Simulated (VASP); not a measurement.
# Tc, relaxation of the cell: which settings are enough?

Tc, P-1 (no. 2), 2 atoms in the cell. PBE, relaxation of the cell; PAW potentials Tc_pv (PBE set). VASP 6.6.1.

Wanted: cell lengths a, b, c within 0.2 %; volume within 0.4 %.

The series start from Relaxations run in a row: 2; Cutoff ENCUT (eV): 350; Force threshold EDIFFG (eV/Å): -0.01; Relaxation method: conjugate gradient, POTIM 0.5; Precision mode: Accurate. Each series keeps the choices made before it, and each single choice may use up half of a tolerance. Times cover all steps of a run.

## Relaxations run in a row

| Relaxations run in a row | Cell lengths a, b, c, largest deviation against the largest value | Volume (Å³/atom) | Time (s) |
|---|---|---|---|
| 1 | 0.039 % | 14.35 | 82 |
| 2 | 0 % | 14.36 | 101 |
| 3 (reference) | 0 % | 14.36 | 116 |

Chosen: 1, the loosest value from which every tighter one stays within half of the tolerance.

## Cutoff ENCUT (eV)

| Cutoff ENCUT (eV) | Cell lengths a, b, c, largest deviation against the largest value | Volume (Å³/atom) | Time (s) |
|---|---|---|---|
| 250 | 1 % | 13.96 | 55 |
| 300 | 0.077 % | 14.37 | 62 |
| 350 | 0.13 % | 14.35 | 82 |
| 400 | 0.12 % | 14.35 | 87 |
| 450 | 0.058 % | 14.38 | 100 |
| 500 | 0.013 % | 14.4 | 134 |
| 550 (reference) | 0 % | 14.41 | 179 |

Chosen: 450.

## Force threshold EDIFFG (eV/Å)

| Force threshold EDIFFG (eV/Å) | Cell lengths a, b, c, largest deviation against the largest value | Volume (Å³/atom) | Time (s) |
|---|---|---|---|
| -0.05 | 0.026 % | 14.38 | 106 |
| -0.02 | 0.026 % | 14.38 | 105 |
| -0.01 | 0.024 % | 14.38 | 100 |
| -0.005 | 0.0075 % | 14.38 | 111 |
| -0.002 (reference) | 0 % | 14.38 | 140 |

Chosen: -0.05.

## Relaxation method

| Relaxation method | Cell lengths a, b, c, largest deviation against the largest value | Volume (Å³/atom) | Time (s) |
|---|---|---|---|
| conjugate gradient, POTIM 0.5 | 0 % | 14.38 | 106 |
| conjugate gradient, POTIM 0.2 | 0.014 % | 14.38 | 78 |
| conjugate gradient, POTIM 1.0 | 0.0054 % | 14.38 | 101 |
| quasi-Newton, POTIM 0.5 | 0.034 % | 14.39 | 61 |
| quasi-Newton, POTIM 0.5, at least 5 electronic steps | 0.034 % | 14.39 | 62 |
| velocity quench, POTIM 0.1 | 0.049 % | 14.36 | 271 |

Chosen: quasi-Newton, POTIM 0.5, the fastest of those that stay within half of the tolerance.

## Precision mode

| Precision mode | Cell lengths a, b, c, largest deviation against the largest value | Volume (Å³/atom) | Time (s) |
|---|---|---|---|
| Accurate | 0 % | 14.39 | 61 |
| Normal | 0.00045 % | 14.39 | 39 |
| High | 0.0018 % | 14.39 | 57 |

Chosen: Normal.

## All choices together

| Input | Cell lengths a, b, c, largest deviation against the largest value | Volume (Å³/atom) | Time (s) |
|---|---|---|---|
| EDIFF and PREC left to the program (naive) | 0.098 % | 14.36 | 104 |
| chosen settings | 0.046 % | 14.39 | 39 |
| reference settings throughout | 0 % | 14.41 | 286 |

The tolerance is met.

Values of the reference run: Cell lengths a, b, c: 2.748, 2.748, 4.406 Å.

## The input

INCAR.step1:
```
SYSTEM = Tc
PREC = Normal
ENCUT = 450
EDIFF = 1E-7
ISMEAR = 1
SIGMA = 0.1
LREAL = .False.
LASPH = .True.
NELM = 100
ALGO = Normal
LWAVE = .False.
LCHARG = .False.
IBRION = 1
NSW = 60
ISIF = 3
EDIFFG = -0.05
POTIM = 0.5
KPAR = 8
```

INCAR.step2, as INCAR.step1 but for:
```
- IBRION = 1
- NSW = 60
- ISIF = 3
- EDIFFG = -0.05
- POTIM = 0.5
+ NSW = 0
+ ISIF = 2
```

KPOINTS:
```
k-points
0
Gamma
  12 12 6
```

POSCAR.step1:
```
Tc
1.0
    2.8053250000     -0.0080720000     -0.0034620000
   -1.4096530000      2.4497700000      0.0166470000
   -0.0055560000      0.0276450000      4.5038750000
Tc
2
Direct
    0.6767830000      0.3327220000      0.7495430000
    0.3232170000      0.6672780000      0.2504570000
```

POSCAR.step2:
```
Tc
1.0
    2.7463502432      0.0004768026     -0.0001729060
   -1.3727571383      2.3786743997      0.0003330685
   -0.0002892832      0.0005566068      4.4036257285
Tc
2
Direct
    0.6686172002      0.3333615723      0.7495928474
    0.3313827998      0.6666384277      0.2504071526
```

Commands (each step's output is kept before the next begins):
```
cat potpaw_PBE.64/Tc_pv/POTCAR > POTCAR
cp INCAR.step1 INCAR
cp POSCAR.step1 POSCAR
mpirun -np 8 vasp_std > vasp.out
cp CONTCAR POSCAR
cp INCAR.step2 INCAR
cp POSCAR.step2 POSCAR
mpirun -np 8 vasp_std > vasp.out
```

The naive input happens to agree within the tolerance here, in 104 s.

Limits: the start was distorted on purpose (volume up by 6 %, random strain, atoms moved at random), so the space group given is the start's and not the crystal's.

The chosen input took VASP 6.6.1 39 s on 8 cores (AMD EPYC 9R45 (Zen 5)), a shared host.

## An input that fails: cell relaxed at a low cutoff

It runs to its end, but against the unchanged starting input it is off by 1.8 % in the cell lengths a, b, c, 5.3 % in the volume.

Changes against the starting input:
```
(all steps)
- PREC = Accurate
- ENCUT = 350
+ PREC = Low
+ ENCUT = 250
(POSCAR.step3)
-    2.7454842559     -0.0002176218      0.0003407966
-   -1.3729004794      2.3777287063     -0.0002582106
-    0.0005864173     -0.0001076143      4.4008396980
+    2.6940824155     -0.0012662103     -0.0004139144
+   -1.3481176898      2.3357080927      0.0016054290
+   -0.0006412456      0.0026450255      4.3226412861
-    0.6668523223      0.3334770083      0.7495954071
-    0.3331476777      0.6665229917      0.2504045929
+    0.6665550835      0.3332669628      0.7497696883
+    0.3334449165      0.6667330372      0.2502303117
```
